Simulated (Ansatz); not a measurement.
The cell comes from COD entry 9008559, which wasn't checked; take it as a given geometry. The listed cell was then made from it by scaling, straining or moving an atom.

An input for Zr: DFT, PBEsol, PAW with Ansatz's default frozen-core files, scalar-relativistic (Ansatz 0.2.0). The PAW files were made with PBE; their cores are remade for this functional.

Command: `ansatz run input.yaml --threads 1 --pin off --max-ram 3072MiB --backend cpu --events-out ev --progress --plain --runs-dir out` The run took 3.1 s on 1 thread of Arm Neoverse V1 (shared host), peak memory 0.35 GiB.

```yaml
crystal:
  lattice:
    - [-1.7947891968, 1.7947891968, 1.7947891968]
    - [1.7947891968, -1.7947891968, 1.7947891968]
    - [1.7947891968, 1.7947891968, -1.7947891968]
  atoms:
    - { symbol: Zr, position: [0.0, 0.0, 0.0] }
kpoints:
  mp_grid: { grid: [14, 14, 14] }
scf:
  occupations: { method: fermi_dirac, width: 0.08 }
hamiltonian:
  xc: pbesol
  pseudopotentials: { kind: paw }
output:
  forces: true
  stress: true
  eigenvalues: true
  efg: { contact_densities: true }
  write_density: true
  write_potential: true
  elf: true
  volumetric_format: npy
```

The results part of the log:

```
SCF 1 converged in 6 iterations: F = -4128.568619 eV  dr2 = 7.09e-11
  greatest PAW one-centre occupation: 0.997 electrons in one spin orbital (limit 2), on the Zr atom at site 0 (counted from 0), in its partial waves of l = 0
SCF converged after 6 iterations
Free energy (F): -4128.568619 eV
Harris-Foulkes:  -4128.568619 eV  (|F-HF|=3.64e-11)
Internal energy: -4128.529539 eV  (E = F + TS)
E sigma→0 (E₀):  -4128.549079 eV
Entropy (-TS):   -0.039080 eV (-39.080 meV/atom)
Fermi energy:    13.694115 eV
--- Per-component energies (eV) ---
  E_band       = -95.840386
  E_kinetic    = 332.672629
  E_local      = -625.559976  (includes V_loc(G=0)·N_el)
  E_nonlocal   = 82.595879
  E_hartree    = 193.107165
  E_xc         = -160.055398
  E_vxc        = -189.827478  (∫ρ·V_xc dr)
  E_paw        = -2900.339286  (= ΣΔE_a)
  E_vpaw       = -81.935697  (= ΣTr[D̂ρ^β])
  E_aug_tail   = 0.000024  (compensation charges beyond the density's cutoff)
  E_ewald      = -1051.116296
  E_core_change = 0.165720  (= ΣΔE_core)
  E_smearing   = -0.039080  (= −TS)
  E_closure    = 0.000000  (closes the sum)
  Σ components = -4128.568619   (vs F -4128.568619, Δ=0.00e0)
--- Forces (eV/Å), atoms counted from 1 ---
  atom   1  Zr    -0.00000000     0.00000000    -0.00000000
  max |Σ_I F_I| component: 1.23e-32 eV/Å
--- Stress (GPa, compression-positive) ---
       -4.830426       0.000000      -0.000000
        0.000000      -4.830426       0.000000
        0.000000      -0.000000      -4.830426
  P = ⅓ Tr σ = -4.8304 GPa (-48.304 kbar)
--- PAW observables at the nuclei: V_zz in 10²¹ V/m², potentials from the cell's mean, atoms counted from 1 ---
  atom   1  Zr V_zz =    +0.000000   η = 0.0000   by run symmetry: forbidden
            electrostatic potential = -5928.368671 V   contact ρ = 489727.679677 e/Å³
--- Band table (eV; the first three rows and the last of 104) ---
  k-point 0: bands = ["-34.6739", "-12.2004", "-12.2004", "-12.2004", "8.3043", "14.8145", "14.8145", "14.8145", "17.3187", "17.3187"]
  k-point 1: bands = ["-34.6662", "-12.2534", "-12.2166", "-12.2008", "8.4798", "14.6974", "14.7752", "14.9844", "17.1387", "17.3172"]
  k-point 2: bands = ["-34.6446", "-12.3996", "-12.2615", "-12.2019", "8.9747", "14.3914", "14.5980", "15.4851", "16.8480", "17.3291"]
  k-point 103: bands = ["-34.4048", "-12.8852", "-12.8852", "-12.8852", "11.1349", "11.1349", "19.3979", "19.3979", "19.3979", "21.1218"]
```
